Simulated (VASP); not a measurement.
**A VASP 6.6.1 relaxation on CdSe**

INCAR

```
NELMDL = -8
GGA = PE
ISMEAR = -1
PREC = Accurate
ISIF = 3
EDIFF = 1E-7
LASPH = .TRUE.
LREAL = .FALSE.
ENCUT = 600
NSW = 40
EDIFFG = -5E-3
SIGMA = 0.02
NELM = 120
NBANDS = 16
LWAVE = .FALSE.
IBRION = 2
LCHARG = .FALSE.
```

KPOINTS

```
KPOINTS created by Atomic Simulation Environment
0
Gamma
8 8 8
0 0 0
```

POSCAR

```
Cd Se
 1.0000000000000000
     3.3437102275999999    0.0000000000000000    0.0000000000000000
     0.0000000000000000    3.3437102275999999    0.0000000000000000
     0.0000000000000000    0.0000000000000000    3.3437102275999999
 Cd  Se
   1   1
Cartesian
  0.0000000000000000  0.0000000000000000  0.0000000000000000
  1.6718551138000000  1.6718551138000000  1.6718551138000000
```

The recommended PBE PAW datasets give the neutral cell 18 valence electrons.

Command

```
mpirun -np 1 vasp_std
```

OSZICAR

```
N       E                     dE             d eps       ncg     rms          rms(c)
DAV:   1     0.114311178478E+03    0.11431E+03   -0.10204E+04  1160   0.120E+03
DAV:   2    -0.696546865383E+00   -0.11501E+03   -0.10735E+03  1328   0.270E+02
DAV:   3    -0.438703119413E+01   -0.36905E+01   -0.36643E+01  1368   0.495E+01
DAV:   4    -0.439638549807E+01   -0.93543E-02   -0.93540E-02  1376   0.248E+00
DAV:   5    -0.439640908513E+01   -0.23587E-04   -0.23587E-04  1400   0.121E-01
DAV:   6    -0.439640920079E+01   -0.11566E-06   -0.11593E-06  1384   0.793E-03
DAV:   7    -0.439640920180E+01   -0.10114E-08   -0.65981E-09  1160   0.568E-04
DAV:   8    -0.439640920142E+01    0.38176E-09   -0.55839E-10  1064   0.147E-04    0.727E+00
DAV:   9    -0.396173039038E+01    0.43468E+00   -0.73400E-01  1344   0.114E+01    0.615E+00
DAV:  10    -0.395669997288E+01    0.50304E-02   -0.82363E-02  1208   0.244E+00    0.306E+00
...
DAV:   6    -0.429984424754E+01   -0.42949E-07   -0.14807E-07   664   0.440E-03
   4 F= -.42998442E+01 E0= -.42983267E+01  d E =-.345923E+00
       N       E                     dE             d eps       ncg     rms          rms(c)
DAV:   1    -0.430000046742E+01   -0.15626E-03   -0.28699E-03  1264   0.595E-01    0.916E-02
DAV:   2    -0.429986298530E+01    0.13748E-03   -0.27025E-04  1256   0.215E-01    0.282E-02
DAV:   3    -0.429984960609E+01    0.13379E-04   -0.32067E-05  1296   0.620E-02    0.253E-02
DAV:   4    -0.429985009220E+01   -0.48611E-06   -0.18609E-06  1136   0.131E-02    0.314E-03
DAV:   5    -0.429985027928E+01   -0.18707E-06   -0.10154E-07   704   0.273E-03    0.972E-04
DAV:   6    -0.429985028720E+01   -0.79290E-08   -0.12942E-08   560   0.124E-03
   5 F= -.42998503E+01 E0= -.42983317E+01  d E =-.603966E-05
```

From OUTCAR

```
k-points           NKPTS =     35   k-points in BZ     NKDIM =     35   number of bands    NBANDS=     16

   NELECT =      18.0000    total number of electrons

   dimension x,y,z NGX =    28 NGY =   28 NGZ =   28
   dimension x,y,z NGXF=    56 NGYF=   56 NGZF=   56

  energy-cutoff  :      600.00
  volume of cell :       45.22
      direct lattice vectors                 reciprocal lattice vectors
     3.562754503  0.000000000 -0.000000000     0.280681703 -0.000000000 -0.000000000
    -0.000000000  3.562754503 -0.000000000    -0.000000000  0.280681703 -0.000000000
     0.000000000  0.000000000  3.562754503     0.000000000  0.000000000  0.280681703

 k-points in reciprocal lattice and weights: KPOINTS created by Atomic Simulation Env
   0.00000000  0.00000000  0.00000000       0.002
   0.12500000  0.00000000  0.00000000       0.012
   0.25000000  0.00000000  0.00000000       0.012
   0.37500000  0.00000000  0.00000000       0.012
   0.50000000  0.00000000  0.00000000       0.006
   0.12500000  0.12500000  0.00000000       0.023
   0.25000000  0.12500000  0.00000000       0.047
   0.37500000  0.12500000  0.00000000       0.047
   ...

 E-fermi :   3.2184

 k-point     1 :       0.0000    0.0000    0.0000
  band No.  band energies     occupation
      1     -10.3317      2.00000
      2      -5.5019      2.00000
      3      -5.5019      2.00000
      4      -5.0916      2.00000
      5      -5.0916      2.00000
      6      -5.0916      2.00000
      7       1.6101      2.00000
      8       2.0748      2.00000
      9       2.0748      2.00000
     10       2.0748      2.00000
     11       9.3521      0.00000
     12       9.3521      0.00000
     13      13.7470      0.00000
     14      13.7470      0.00000
     15      13.7470      0.00000
     16      17.7934      0.00000

 k-point     2 :       0.1250    0.0000    0.0000
  band No.  band energies     occupation
      1     -10.2280      2.00000
      2      -5.4954      2.00000
      3      -5.4657      2.00000
      4      -5.1221      2.00000
      5      -5.1221      2.00000
      6      -5.0892      2.00000
      7       0.2538      2.00000
      8       2.2229      2.00000
      9       2.2229      2.00000
     10       3.1563      1.91395
     11       9.4487      0.00000
     12       9.8457      0.00000
     13      12.9830      0.00000
     14      12.9830      0.00000
     15      13.1308      0.00000
     16      17.7298      0.00000

 k-point     3 :       0.2500    0.0000    0.0000
  band No.  band energies     occupation
      1      -9.9528      2.00000
      2      -5.4796      2.00000
      3      -5.3913      2.00000
      4      -5.1937      2.00000
      5      -5.1937      2.00000
      6      -5.0833      2.00000
      7      -1.2378      2.00000
      8       2.6113      2.00000
      9       2.6113      2.00000
     10       4.1583      0.00000
     11       9.6549      0.00000
     12       9.7214      0.00000
     13      11.5228      0.00000
     14      11.5228      0.00000
     15      13.6629      0.00000
     16      15.8299      0.00000

 ...

  Total        0.0024295      0.0024295      0.0024295      0.0000000      0.0000000     -0.0000000
  in kB        0.0860736      0.0860736      0.0860736      0.0000000      0.0000000     -0.0000000
  external PRESSURE =       0.0860736 kB  Pullay stress =       0.0000000 kB

 POSITION                                       TOTAL-FORCE (eV/Angst)
 -----------------------------------------------------------------------------------
      3.56275      3.56275      3.56275         0.000000      0.000000     -0.000000
      1.78138      1.78138      1.78138        -0.000000     -0.000000      0.000000
 -----------------------------------------------------------------------------------
    total drift:                                0.000000      0.000000      0.000000

  FREE ENERGIE OF THE ION-ELECTRON SYSTEM (eV)
  ---------------------------------------------------
  free  energy   TOTEN  =        -4.2998502872 eV

  energy  without entropy=       -4.2968131116  energy(sigma->0) =       -4.29833170
```

```csv
ionic step,ΔE (meV/atom),volume (Å³),largest force (eV/Å),pressure (GPa),electronic steps
1,0.0,37.38,0.000,17.02,15
2,-146.2,49.19,0.000,-4.00,11
3,-172.9,45.10,0.000,0.16,9
4,-173.0,45.27,0.000,-0.05,6
5,-173.0,45.22,0.000,0.01,6
```

It converged. Results: relaxed cell vector lengths 3.563, 3.563, 3.563 Å; relaxed cell volume 45.22 Å³.

 The volume moved far on the plane waves of the start cell, so a restart from CONTCAR is due.

For comparison, a separate PBE relaxation on usual settings, not on those above, ends at 45.17 Å³.

The run above took about 72 s on one core of a shared host (Intel Xeon Platinum 8488C) and held 0.18 GiB at most.
